Q: My working rule is that metals made of small atoms are the hardest to compress. Does it hold when the crystal structure is kept the same?

A: You can try it on eleven elements, all placed in the fcc structure and computed with the PBE density functional.

Ansatz 0.2.0, all-electron LAPW, PBE, scalar-relativistic; basis error 0.25 to 1 meV/atom, Gaussian nuclei, smearing 0.03 to 0.08 eV, k points times cell length 40 to 54 angstrom; parallel spin start on magnetic elements; pressures at four or five volumes within 6 % of the given cell, shape and positions held. Rows: space group Fm-3m, sites 4:m-3m. B0: Birch-Murnaghan fit.

```
crystal  space group           given cell  volume of the given cell (Å³/atom)  V0, LAPW (Å³/atom)  B0, LAPW (GPa)  dB/dP, LAPW  net moment of the cell (none: run without spin) (muB)
      N          225     relaxed with PAW                                7.60               7.602             175          3.7                                                   none
     Ni          225     relaxed with PAW                               10.90               10.90             198          4.9                                                   0.62
     Cu          225     relaxed with PAW                               11.96               11.95             141          5.1                                                   none
     Ir          225  measured cell (COD)                               14.15               14.49             348          5.0                                                   none
     Rh          225     relaxed with PAW                               14.05               14.05             257          5.2                                                   none
      P          225     relaxed with PAW                               14.55               14.57            90.5          3.5                                                   none
     Pt          225  measured cell (COD)                               15.01               15.64             248          5.4                                                   none
     Ti          225  measured cell (COD)                               16.73               17.39             108          3.3                                                   none
      W          225  measured cell (COD)                               16.73               16.45             283          4.1                                                   none
     Al          225  measured cell (COD)                               16.58               16.45            77.4          4.8                                                   none
     Ta          225  measured cell (COD)                               18.79               18.84             188          3.7                                                   none
```

V0 is the volume per atom at zero pressure. B0 is the bulk modulus there, the pressure needed per unit of relative volume change, so 100 GPa means roughly 1 GPa for a compression of one per cent. W and Al have the same V0, yet their moduli are 283 and 77.4 GPa. Pt takes up 43 % more volume than Ni and is still the stiffer of the two. A straight line of B0 against 1/V0 through all eleven rows has a slope that is zero within its uncertainty.

Q: I didn't invent the rule, though. It must work somewhere.

A: It works here inside some families of similar elements, though not among the 5d metals: W takes up more volume than Pt and is still the stiffer. Ni, Cu and Ti follow it in order: the larger the atom, the softer the crystal. N, P and Al go further. They are held together by s and p electrons, and for them the product B0·V0 is nearly constant, at 8.3, 8.2 and 7.9 eV. That product is an energy: half of it, times the square of the relative volume change, is the work of compressing one atom's share of the crystal. If it is constant, B0 goes as 1/V0, which is your rule as a formula.

Three rows don't make a law, and two of them are unusual. N and P are hypothetical close-packed metals here, with none of the bonding of nitrogen gas or ordinary phosphorus. Their moduli serve the comparison and should not go into a design.

Q: Perhaps volume is the wrong measure. Electrons resist being squeezed together, so shouldn't the metal with the most valence electrons per volume be the stiffest?

A: That is the better argument, because the resistance is real. Electrons confined to less space gain kinetic energy, and a gas of free electrons has a calculable modulus. But Cu and Ni have the highest density of valence electrons in the table, about 0.92 per Å³, and Ir is much stiffer with only 0.62. A straight line against this density predicts B0 no better than the volume does.

Phosphorus shows what the gas leaves out. Its occupied valence band is 16 eV wide in the full calculation, close to the 18 eV of a free-electron gas of the same density. The gas modulus, however, is 655 GPa, against a computed 90.5 GPa. Theory explains the gap: the gas has only its outward kinetic pressure, whereas in the crystal the attraction between electrons and ions also pulls inward. This pull grows as the crystal shrinks, so it takes away much of the stiffness.

Q: Then what do W and Ir have that Al and P lack?

A: Partly filled d shells. Every transition metal in the table has a larger B0·V0 than N, P and Al, and the excess depends on the filling. Along the 5d row the product rises from 22 eV in Ta to 29 eV in W, and it falls from 31 eV in Ir to 24 eV in Pt. All four were computed without spin-orbit coupling, which can shift these values; how far, and whether Ir would keep its small lead over W, wasn't tested. Cu, whose d bands are full and lie wholly below the Fermi level, has only 10.5 eV, not far above the s-p metals. Filling isn't the whole reason, though, because Ti and Ni, the other 3d metals, are low too.

The simplest system with this behaviour is a pair of atoms with one orbital each. The first two electrons enter the bonding level and give H₂; two more fill the antibonding level and undo the bond, as in He₂. A d band does the same with ten electrons per atom: its lower states bind, its upper states weaken the binding. The analogy covers the strength of the bond, but not how steeply the energy rises on compression.

Q: Ni and Pt have the same number of valence electrons. Why is Pt stiffer?

A: The shell differs. The 3d orbitals are compact, because no inner d shell lies beneath them to push them outward. The 4d and 5d orbitals reach further towards the neighbours, overlap more and form a wider band, so each bonding electron gains more energy. In the table B0·V0 is 1.8 times as large for Pt as for Ni, and 1.4 times as large for Ir as for Rh, which also share an electron count. This second pair sets 5d against 4d, and both have an inner d shell. Here the 5d orbitals reach further still, partly because of relativity: the contracted inner shells screen the nucleus better.

The numbers show the difference between the shells, while the orbital explanation is standard theory. The first pair is also not perfectly matched, since Ni was computed as a magnet and Pt without spin.

Q: Can you turn this into an estimate I could do by hand?

A: Take a d band of width w with its states spread evenly. With Nd electrons per atom, it is filled from the bottom up to the fraction Nd/10. The average electron then lies w(10 − Nd)/20 below the middle of the band, so all Nd of them together gain w·Nd(10 − Nd)/20. This vanishes for an empty or a full band and is largest at Nd = 5.

The next step is an assumption: that B0·V0 grows in proportion to this energy, on top of a common s-p part. The model was fitted to all eleven rows, with one strength for 3d metals and another for 4d and 5d metals. For the heavier group it reads B0·V0 ≈ 9.9 eV + 0.86 eV × Nd(10 − Nd). I take Nd as the number of valence electrons less one, which is a rough count.

Tungsten has six valence electrons, so Nd = 5 and Nd(10 − Nd) = 25. The sum is 9.9 + 0.86 × 25 = 31.4 eV. Dividing by 16.45 Å³ gives 1.91 eV/Å³, and since 1 eV/Å³ is about 160 GPa, B0 comes out near 305 GPa. The full calculation gives 283 GPa, but tungsten was part of the fit, so the agreement is no independent test.

Q: How does it do when a metal is not part of the fit?

A: If each row is left out in turn and then predicted, the typical error is 59 GPa. The volume line and the electron-density line both miss by about 93 GPa in the same test. The d model wins, but this says less about filling than it seems to. The model has one more adjustable number, and it alone treats the heavier d metals as a group of their own. Give those five metals simply their average B0·V0, about 26 eV, and the estimates for them are closer on the whole, with no filling in them at all. The printed output after this text lists, row by row, the estimates of the fit to all eleven rows.

The errors of that full fit have a pattern. Ir and Pt come out about a quarter too soft, and Ta more than a third too stiff. For the 3d metals the fitted d strength is zero within its uncertainty: Ti, whose Nd(10 − Nd) is 21 out of at most 25, should profit from its d band, yet its B0·V0 is only slightly above that of Cu. The case for d filling thus rests on the rise and fall along the 5d row, from Ta and W to Ir and Pt, and not on the success of this formula.

Q: Suppose I need a modulus for a real part. May I copy one from the table?

A: Check the structure first. Ordinary W and Ta are bcc and ordinary Ti is hexagonal, so their values here belong to other crystals. A positive B0 doesn't even show that those fcc crystals would be stable, because it tests uniform compression and not shear.

Then check the volume. Platinum is fcc in reality, but its computed V0 is 4 % larger than the volume of the measured cell, and a stretched metal is softer. Bringing it back to the measured cell, with the computed pressure and dB/dP, raises its modulus from 248 to about 309 GPa. That shows how strongly the modulus depends on the volume; it isn't a corrected value for real platinum. PBE is known to expand the late 5d metals; spin-orbit coupling, which was left out for Pt, and the temperature of the measurement also enter the comparison.

Q: So I should ask about the d shell before I ask about the size of the atom. What still puzzles you?

A: The position of the maximum. The band argument puts it at half filling, which favours W, but Ir has both the larger B0 and the larger B0·V0. My guess is that the forces between neighbours change more steeply with distance as the shell fills, so that stiffness peaks later than bond strength. The table holds a hint: dB/dP grows along the 5d row, from 3.7 in Ta and 4.1 in W to 5.0 in Ir and 5.4 in Pt. In simple models of attraction and repulsion, a larger dB/dP usually goes with more stiffness for the same bond strength. These runs don't show which of the two forces is responsible. Fcc rhenium and osmium, which lie between W and Ir, would show where the top really is. Finding out why it lies there would take a calculation that follows attraction and repulsion separately as the crystal is compressed.

Output of the analysis:

```
fit of B0_1 on 11 rows: constant 200.6 +/- 99, coefficient of iv -114.3 +/- 1284; rms 81.7, worst Ir -155, leave-one-out rms 92.8
fit of B0_1 on 11 rows: constant 133.3 +/- 59, coefficient of dens 112.1 +/- 102; rms 76.7, worst Ir -145, leave-one-out rms 93.5
fit of B0_1 on 11 rows: coefficient of u 9.868 +/- 1.7, coefficient of u*f3 0.1877 +/- 0.25, coefficient of u*fh 0.8557 +/- 0.15; rms 43.5, worst Ir -87.5, leave-one-out rms 58.6
Stiffness and models:
  row  B0 V0 (eV)  over s-p mean  valence el. per A^3  electron gas (GPa)  Nd(10-Nd)  d model (GPa)  d model less B0 (GPa)
    N       8.303          1.018               0.6577                1937          0            208                  32.97
   Ni       13.47          1.651               0.9174               72.69          9          169.9                 -28.12
   Cu       10.52          1.289               0.9205               62.36          0          132.3                 -8.697
   Ir       31.47          3.857               0.6211               45.22         16          260.5                 -87.51
   Rh       22.54          2.762               0.6406               47.61         16          268.7                  11.65
    P        8.23          1.009               0.3432               655.1          0          108.5                  18.01
   Pt       24.21          2.967               0.6394               39.82          9            180                 -68.02
   Ti       11.72          1.437                 0.23               33.37         21          127.2                  19.23
    W       29.06          3.561               0.3647               36.61         25          304.5                  21.46
   Al       7.947         0.9739               0.1824               228.4          0          96.11                  18.71
   Ta       22.11          2.709               0.2654                29.2         24          258.6                  70.56
B0 of W over B0 of Al, same V0 (ratio): 3.656
mean B0 V0 of N, P and Al (eV): 8.16
V0 of Pt over V0 of Ni (ratio): 1.435
B0 of Pt over B0 of Ni (ratio): 1.253
B0 V0 of Pt over that of Ni (ratio): 1.797
B0 V0 of Ir over that of Rh (ratio): 1.396
occupied valence band width of P, LAPW (eV): 16.35
Fermi energy of the electron gas for P (eV): 17.87
top of band 9 of Cu below the Fermi level (eV): 1.425
bulk modulus of Pt at the given cell, linear estimate (GPa): 309.4
```
